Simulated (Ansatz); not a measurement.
# MoTe2: the band gap up the ladder of functionals

One table from this session's results is given with a row withheld; the runs are named, their logs left out.

Program: Ansatz 0.2.0. PAW datasets, plane waves. The values are computed, spin-unpolarised, and not measurements.

### The system as given

The cell was relaxed beforehand with r2SCAN+rVV10.

The symmetry is P6_3/mmc (No. 194, hexagonal); a = 3.542 Å, c = 14.177 Å in the conventional setting, 25.67 Å³ an atom. Mo has 6 Te at 2.72 Å; Te has 3 Mo at 2.72 Å.

Structure file:

```cif
data_structure
_symmetry_space_group_name_H-M 'P6_3/mmc'
_symmetry_Int_Tables_number 194
_cell_length_a 3.5421
_cell_length_b 3.5421
_cell_length_c 14.1767
_cell_angle_alpha 90.000
_cell_angle_beta 90.000
_cell_angle_gamma 120.000
_cell_volume 154.04
loop_
_atom_site_label
_atom_site_type_symbol
_atom_site_symmetry_multiplicity
_atom_site_Wyckoff_symbol
_atom_site_fract_x
_atom_site_fract_y
_atom_site_fract_z
_atom_site_occupancy
Mo1 Mo 2 c 0.33333 0.66667 0.25000 1
Te1 Te 4 f 0.66667 0.33333 0.37658 1
```

The first run:

Input file input.yaml:

```yaml
crystal:
  lattice:
    - [3.5421311195, 0.0, 0.0]
    - [-1.7710655598, 3.067575533, 0.0]
    - [0.0, 0.0, 14.1766720015]
  atoms:
    - { symbol: Mo, position: [0.3333333333, 0.6666666667, 0.25] }
    - { symbol: Mo, position: [0.6666666667, 0.3333333333, 0.75] }
    - { symbol: Te, position: [0.6666666667, 0.3333333333, 0.3765845055] }
    - { symbol: Te, position: [0.6666666667, 0.3333333333, 0.1234154945] }
    - { symbol: Te, position: [0.3333333333, 0.6666666667, 0.8765845055] }
    - { symbol: Te, position: [0.3333333333, 0.6666666667, 0.6234154945] }
kpoints:
  mp_grid: { grid: [12, 12, 2] }
  band_path:
    path:
      - [[0.0, 0.0, 0.0], [0.5, -9.976048145566e-18, -9.128550828988e-34], [0.3333333333333, 0.3333333333333, -8.663096279393e-34], [0.0, 0.0, 0.0], [-5.801022483784e-52, 4.881695371921e-51, 0.5], [0.5, -9.976048145566e-18, 0.5], [0.3333333333333, 0.3333333333333, 0.5], [-5.801022483784e-52, 4.881695371921e-51, 0.5]]
      - [[0.5, -9.976048145566e-18, 0.5], [0.5, -9.976048145566e-18, -9.128550828988e-34]]
      - [[0.3333333333333, 0.3333333333333, 0.5], [0.3333333333333, 0.3333333333333, -8.663096279393e-34]]
    npoints: 10
hamiltonian:
  xc: pbe
scf:
  occupations: { method: fermi_dirac, width: 0.02 }
  n_extra_bands: 5
output:
  forces: true
  stress: true
  eigenvalues: true
  write_density: true
  write_potential: true
  elf: true
  volumetric_format: npy
```

The run is started by

```console
$ ansatz run input.yaml --threads 4 --pin off --max-ram 7372MiB --backend cpu --events-out ev --progress --plain --runs-dir out
```

Among the steps run: PBE bands along the symmetry lines; r2SCAN at the same geometry; HSE06; PBE+SOC; Single point with PBE0; Single point with LDA; Single point with DDH-PBE0; Single point with Hartree-Fock.

One table of the session follows, with a row left open; its other results are not shown here.

```
       level  gap (eV)
         PBE      0.77
      r2SCAN      0.88
       HSE06      1.19
     PBE+SOC      0.76
        PBE0      1.83
         LDA         ?
    DDH-PBE0      1.02
Hartree-Fock      5.07
```

Q: Estimate the row for LDA from the others.

**Answer.** gap (eV): 0.74. In the column «gap (eV)» it is the lowest.

Meshes: PBE 12×12×2, r2SCAN 12×12×2, HSE06 6×6×2, PBE+SOC 12×12×2, PBE0 6×6×2, LDA 12×12×2, DDH-PBE0 6×6×2, Hartree-Fock 6×6×2

To keep in mind: Warnings in the runs' records: stress exchange threshold loose, stress scf threshold loose.
